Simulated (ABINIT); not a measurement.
Here is an ABINIT 10.8.3 (patched build) calculation.

The input run.abi:

```
# Pseudopotentials
pp_dirpath "./"
pseudos "Cd.upf, Se.upf"

# Structure
acell 3*1.0 Angstrom
rprim
     0.0000000000     3.0702711986     3.0702711986
     3.0702711986     0.0000000000     3.0702711986
     3.0702711986     3.0702711986     0.0000000000
ntypat 2
znucl 48 34
natom 2
typat 1 2
xred
     0.0000000000     0.0000000000     0.0000000000
     0.2500000000     0.2500000000     0.2500000000

# Plane-wave basis
ecut 1278.935154 eV

# k points
kptopt 1
ngkpt 6 6 6
nshiftk 1
shiftk 0.0 0.0 0.0

# Exchange and correlation
ixc 7

# Bands and occupations
nband 22
occopt 3
tsmear 0.00183747

# SCF cycle
nstep 100
tolvrs 1.0e-10

# Output
iomode 3
prtwf 0
prteig 0
prtebands 0
enunit 1
prtden 1
prtvha 1
prtvclmb 1
prtpot 1
prtelf 1
```

Potentials or basis: PseudoDojo NC SR LDA v0.4.1 standard.

The run is started by

```bash
$ abinit run.abi > log 2>&1
```

Question: Predict the band gap on the k mesh.

Answer: 0.27 eV, direct.

 LDA gaps usually lie below the measured ones, often by a third to a half.
